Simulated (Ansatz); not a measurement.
BP:

```
P B
1.0
     0.00000    2.26900    2.26900
     2.26900    0.00000    2.26900
     2.26900    2.26900    0.00000
P B
1 1
Direct
  0.75000 0.75000 0.75000
  0.00000 0.00000 0.00000
```

| Quantity | Value |
| --- | --- |
| Program | Ansatz 0.2.0 |
| Task | relaxation of cell and atoms |
| Functional | BLYP |
| Potentials or basis | Ansatz PAW |
| Cutoff | 420 eV (not typed: the program's choice for these potentials) |
| k mesh | 10 × 10 × 10 |
| Occupations | fermi-dirac, width 0.05 eV |
| Spin | no spin polarisation |

At the start: volume 11.68 Å³/atom.

Q: How do energy, volume and symmetry change on relaxing?

A: It ends after 5 steps and the volume is 12.13 Å³/atom (+3.8 %); space group F-43m (No. 216, to 0.05 Å).

Step by step:
```csv
step,energy change (eV),largest force (eV/Å),volume (Å³)
1,0.0000,0.0000,23.36
2,-0.0125,0.0000,23.84
3,-0.0156,0.0000,24.24
4,-0.0155,0.0000,24.26
5,-0.0165,0.0000,24.26
```

Final structure:
```
CELL_PARAMETERS angstrom
0.00000 2.29758 2.29758
2.29758 0.00000 2.29758
2.29758 2.29758 0.00000
ATOMIC_POSITIONS crystal
P 0.75000 0.75000 0.75000
B 0.00000 0.00000 0.00000
```

Caveat: the plane-wave basis is chosen anew once the cell has moved, so the energies of steps on either side of that aren't comparable; the PAW data sets come from PBE, with cores solved anew for the run's functional, which leaves a small shift of forces and pressure.
